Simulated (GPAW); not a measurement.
BP:

```xyz
2
Lattice="0.0000 2.2690 2.2690 2.2690 0.0000 2.2690 2.2690 2.2690 0.0000" Properties=species:S:1:pos:R:3 pbc="T T T"
P     3.4035    3.4035    3.4035
B     0.0000    0.0000    0.0000
```

Base run:

| Property | Result |
| --- | --- |
| Program | GPAW 26.7.0 |
| Functional | r2SCAN |
| Potentials or basis | GPAW PAW data sets (gpaw-data 1.2.1) |
| Cutoff | 800 eV |
| Basis | pw |
| k mesh | 10 × 10 × 10 |
| Occupations | fermi-dirac, width 0.05 eV |
| Spin | no spin polarisation |

Its results: band gap on the k mesh 1.42 eV, indirect (least direct gap 3.60 eV).

**Question.** The run is repeated on the same cell with these changes: functional from r2SCAN to vdW-DF-cx. What comes out?

**Answer.** Band gap on the k mesh 1.21 eV, indirect (least direct gap 3.40 eV).

Not every run made on this cell is shown here.
